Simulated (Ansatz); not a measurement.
# Pressure against volume: As

```
CELL_PARAMETERS angstrom
1.87975 1.08527 3.48577
-1.87975 1.08527 3.48577
0.00000 -2.17055 3.48577
ATOMIC_POSITIONS crystal
As 0.22754 0.22754 0.22754
As 0.77246 0.77246 0.77246
```

The structure is an experimental refinement, used without relaxation.

Methods: DFT, PBE, all-electron LAPW, scalar-relativistic (Ansatz 0.2.0); DFT, PBE, PAW with Ansatz's default frozen-core files, scalar-relativistic (Ansatz 0.2.0).

For LAPW: a Γ-centred 13×13×13 k mesh, Fermi–Dirac smearing of 0.05 eV, basis error target 1 meV/atom, no spin polarisation. PAW takes a cutoff of 420 eV at this cell. The Ansatz runs share mesh, smearing and spin set-up. Plane-wave (PAW) pressures include the program's estimate of the Pulay term.

The cell above is scaled evenly, with fractional coordinates and shape held.

```csv
V/V(cell),V (Å³/atom),"P, LAPW (GPa)","P, PAW (GPa)","free energy over the lowest listed, PAW (meV/atom)"
0.9405,20.064,9.42,9.42,60.8
0.9800,20.907,5.37,5.36,22.3
1.0000,21.333,3.60,3.59,10.4
1.0200,21.760,2.00,1.99,3.0
1.0600,22.613,-0.76,-0.77,0.0
```

**Question.** What do Birch–Murnaghan fits to the pressures give?

**Answer.** LAPW: V0 = 22.36 Å³/atom, B0 = 69 GPa, B0′ = 4.1; PAW: V0 = 22.36 Å³/atom, B0 = 69 GPa, B0′ = 4.2.

PAW's V0 lies -0.01 % from the all-electron value and its B0 0.1 %. With shape and internal coordinates held, B0 is an upper bound to the relaxed modulus.
